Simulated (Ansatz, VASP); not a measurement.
# SrTiO3 in VASP and in Ansatz

POSCAR

```
SrTiO3
1.0
    3.9263812200      3.9263812200      0.0000000000
    0.0000000000      3.9263812200      3.9263812200
    3.9263812200      0.0000000000      3.9263812200
Sr Ti O
2 2 6
Direct
    0.2500000000      0.2500000000      0.2500000000
    0.7500000000      0.7500000000      0.7500000000
    0.0000000000      0.0000000000      0.0000000000
    0.5000000000      0.5000000000      0.5000000000
    0.2500000000      0.7500000000      0.2500000000
    0.7500000000      0.2500000000      0.7500000000
    0.2500000000      0.2500000000      0.7500000000
    0.7500000000      0.7500000000      0.2500000000
    0.2500000000      0.7500000000      0.7500000000
    0.7500000000      0.2500000000      0.2500000000
```

File INCAR.step1:

```
SYSTEM = SrTiO3
PREC = Accurate
ENCUT = 520
ISMEAR = 0
SIGMA = 0.0215
LREAL = .FALSE.
LASPH = .TRUE.
NELM = 150
ISPIN = 2
MAGMOM = 0 0 0 0 0 0 0 0 0 0
LMAXMIX = 4
NBANDS = 55
GGA = PE
ALGO = Normal
EDIFF = 1E-4
LWAVE = .TRUE.
LCHARG = .FALSE.
```

Contents of INCAR.step2:

```
SYSTEM = SrTiO3
PREC = Accurate
ENCUT = 520
EDIFF = 1E-6
ISMEAR = 0
SIGMA = 0.0215
LREAL = .FALSE.
LASPH = .TRUE.
NELM = 150
ALGO = Normal
ISIF = 2
LWAVE = .FALSE.
LCHARG = .FALSE.
ISPIN = 2
MAGMOM = 0 0 0 0 0 0 0 0 0 0
LORBIT = 11
LMAXMIX = 4
METAGGA = R2SCAN
LMIXTAU = .TRUE.
NBANDS = 55
ISTART = 1
```

The input KPOINTS:

```
Automatic mesh
0
G
  5 5 5
  0 0 0
```

Input for Ansatz:

```yaml
crystal:
  lattice:
    - [3.92638122, 3.92638122, 0.0]
    - [0.0, 3.92638122, 3.92638122]
    - [3.92638122, 0.0, 3.92638122]
  atoms:
    - { symbol: Sr, position: [0.25, 0.25, 0.25] }
    - { symbol: Sr, position: [0.75, 0.75, 0.75] }
    - { symbol: Ti, position: [0.0, 0.0, 0.0] }
    - { symbol: Ti, position: [0.5, 0.5, 0.5] }
    - { symbol: O, position: [0.25, 0.75, 0.25] }
    - { symbol: O, position: [0.75, 0.25, 0.75] }
    - { symbol: O, position: [0.25, 0.25, 0.75] }
    - { symbol: O, position: [0.75, 0.75, 0.25] }
    - { symbol: O, position: [0.25, 0.75, 0.75] }
    - { symbol: O, position: [0.75, 0.25, 0.25] }
kpoints:
  mp_grid: { grid: [5, 5, 5], shift: [0, 0, 0] }
  band_path:
    path:
      - [0.0, 0.0, 0.0]
      - [0.5, 0.5, 0.0]
      - [1.0, 0.5, 0.5]
      - [0.0, 0.0, 0.0]
      - [1.0, 1.0, 1.0]
      - [0.5, 0.5, 0.0]
      - [1.0, 1.0, 1.0]
      - [1.0, 0.5, 0.5]
    npoints: 8
magnetization:
  spin_polarized: true
scf:
  occupations: { method: gaussian, width: 0.0215 }
  lower_state_search: "off"
  max_iter: 200
hamiltonian:
  pseudopotentials: { kind: paw }
  xc: r2scan
basis:
  ecutwfc: 500
  fft_grid_basis: typed
output:
  forces: true
  stress: true
  eigenvalues: true
  bader: true
  populations: true
  elf: true
  write_potential: true
  volumetric_format: npy
  dos:
    e_range: [-12, 8]
    de: 0.05
    projected: { site_lists: { O: [O], Sr: [Sr], Ti: [Ti] } }
checkpoint:
  read: saved_state
```

Alike in both runs: task single point; functional r2SCAN; k mesh 5 × 5 × 5; occupations gaussian, width 0.0215 eV; collinear spin.

```csv
,VASP,Ansatz
version,VASP 6.6.1,Ansatz 0.2.0
potentials or method,"VASP PAW PBE potentials, release 64 (Sr_sv, Ti_sv, O)",PAW plane waves
plane-wave cutoff (eV),520,500
valence electrons in the cell,80,80
```

|  | VASP | Ansatz | Ansatz less VASP |
| --- | --- | --- | --- |
| gap on the k mesh at the Fermi level (eV) | 2.24 | 2.23 | -0.013 |
| pressure (GPa) | -1.8 | -2.7 | -0.91 |
| net moment per atom (μB) | 0.00 | 0.00 | 0.000 |

Ansatz warned: «no_starting_moments».

Caveats: the PAW data sets were made with another functional, which shifts forces and pressure a little (VASP); an odd mesh through Γ misses points on the zone boundary, where band edges often lie. r2SCAN opens gaps a little over a GGA but as a rule still falls short of measured ones.
